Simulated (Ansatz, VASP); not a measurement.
## TaS2 in VASP and in Ansatz

```xyz
3
Lattice="3.3283 0.0000 0.0000 -1.6642 2.8824 0.0000 0.0000 0.0000 32.1803" Properties=species:S:1:pos:R:3 pbc="T T T"
S     1.6642    0.9608   14.5451
S     0.0000    1.9216   17.6352
Ta    0.0000    0.0000   16.0902
```

Alike in both runs: task single point; functional PBE; dispersion D3(BJ); k mesh 6 × 6 × 1; occupations gaussian, width 0.1 eV; no spin polarisation.

```csv
,VASP,Ansatz
version,VASP 6.6.1,Ansatz 0.2.0
potentials or method,"VASP PAW PBE potentials, release 64 (S, Ta_pv)","scalar-relativistic, plane waves, PAW"
plane-wave cutoff (eV),520,420
valence electrons in the cell,23,25
```

|  | VASP | Ansatz | Ansatz less VASP |
| --- | --- | --- | --- |
| gap on the k mesh at the Fermi level (eV) | none | none | - |
| rms of the force components (eV/Å) | 0.007 | 0.003 | -0.0039 |

A gap of «none» marks a metal or a gap that the smearing closes. The functional is the same, so the differences come from potentials, cutoffs and numerics. The two sets of potentials don't hold the same shells in valence.

Caveats: the k mesh is coarse (spacing up to 0.36 Å⁻¹), so the values aren't converged. Spin-orbit coupling is left out, which matters for the levels of Ta.
